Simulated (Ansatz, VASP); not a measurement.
K in VASP and in Ansatz

```xyz
4
Lattice="4.7567 0.0000 0.0000 -2.3783 4.1194 0.0000 0.0000 0.0000 15.4905" Properties=species:S:1:pos:R:3 pbc="T T T"
K    -2.3783    4.1194    0.0000
K     2.3783    4.1194    7.7452
K     0.0000    2.7463    3.8726
K     2.3783    1.3731   11.6179
```

Alike in both runs: task single point; functional BLYP; k mesh 9 × 9 × 3; occupations fermi-dirac, width 0.1 eV; no spin polarisation.

```csv
,VASP,Ansatz
version,VASP 6.6.1,Ansatz 0.2.0
potentials or method,"VASP PAW PBE potentials, release 64 (K_sv)","plane waves (420 eV) with PAW, scalar-relativistic"
plane-wave cutoff (eV),520,420
valence electrons in the cell,36,36
```

```csv
,VASP,Ansatz,Ansatz less VASP
pressure (GPa),0.0,0.0,+0.01
```

With one functional, cell and mesh, what is left measures potentials, basis and numerics.

Caveats: the PAW data sets were made with another functional, which shifts forces and pressure a little (VASP).
